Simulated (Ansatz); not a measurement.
Computed with Ansatz 0.2.0, DFT PBE, scalar-relativistic, plane waves, PAW. Settings: cutoff 420 eV, Γ-centred meshes spaced at most about 0.3 Å⁻¹, and about 0.25 Å⁻¹ or finer for metals (2π included), Gaussian smearing. No spin polarisation in the final relaxations.

All energies are static (0 K, no zero-point motion).

Two forms of I were relaxed alike.

A.

```
I
1.0
     2.95571    0.00000    0.00000
     0.00000    3.92300    0.00000
     0.00000    0.00000    4.80767
I
1
Direct
  0.00000 0.00000 0.00000
```

B.

```
I
1.0
     0.00000    4.66319    5.45949
     2.17148    0.00000    5.45949
     2.17148    4.66319    0.00000
I
2
Direct
  0.37089 0.37089 0.62911
  0.62911 0.62911 0.37089
```

Problem. Which form is favoured at zero pressure, and by what margin per atom?

Solution. They are level within the accuracy (4 meV/atom apart, with B the lower in these runs). A has space group Pmmm (No. 47), 55.7 Å³/atom and no gap on its mesh; B has space group Fmmm (No. 69), 55.3 Å³/atom and a gap of 0.21 eV. Counting all near atoms (those within 1.25 times the shortest such distance or 1.15 times the sum of covalent radii, 1.27 where that leaves under three; a plus sign parts nearer from farther groups), A has I 2 and B has I 1+2. Both come from invented guesses. The part of the Crystallography Open Database at hand lists I in space group No. 64, which no cell shown has.

The k mesh leaves some 4 meV/atom of noise in the energy of each metallic cell. No dispersion correction is applied, so the spacing and binding between layers, chains or molecules are poorly described (Pmmm, Fmmm), and this can change margins and order among such cells. Spin–orbit coupling, which can matter for I, is left out. Kohn–Sham gaps at this level usually fall short of measured ones. The missing spin–orbit coupling can work the other way here. Cells relaxed within their symmetry can be saddle points.
